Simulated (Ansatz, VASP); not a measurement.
# AlN in VASP and in Ansatz

```
CELL_PARAMETERS angstrom
3.09860 0.00000 0.00000
-1.54930 2.68347 0.00000
0.00000 0.00000 5.01696
ATOMIC_POSITIONS crystal
Al 0.33333 0.66667 0.00261
Al 0.66667 0.33333 0.50261
N 0.33333 0.66667 0.38239
N 0.66667 0.33333 0.88239
```

Alike in both runs: functional PBE; k mesh 9 × 9 × 6; occupations gaussian, width 0.05 eV; no spin polarisation.

Ansatz relaxed the structure, and its values are those at the end. VASP's run is a single point on that final structure, the one shown.

|  | VASP | Ansatz |
| --- | --- | --- |
| version | VASP 6.6.1 | Ansatz 0.2.0 |
| potentials or method | VASP PAW PBE potentials, release 64 (Al, N) | scalar-relativistic, plane waves, PAW |
| plane-wave cutoff (eV) | 520 | 520 |
| valence electrons in the cell | 16 | 16 |

Ansatz gave:

```
gap on the k mesh at the Fermi level (eV) : 4.26
least direct gap on the mesh (eV)         : 4.26
pressure (GPa)                            : 4.2
```

Question: Which values does VASP return?

Answer: gap on the k mesh at the Fermi level (eV): 4.27; least direct gap on the mesh (eV): 4.27; pressure (GPa): 4.0.

The functional is the same, so the differences come from potentials, cutoffs and numerics. Ansatz warned: «stress_scf_threshold_loose».

Caveats: an odd mesh through Γ misses points on the zone boundary, where band edges often lie. PBE gaps usually lie below the measured ones, often by a third to a half.
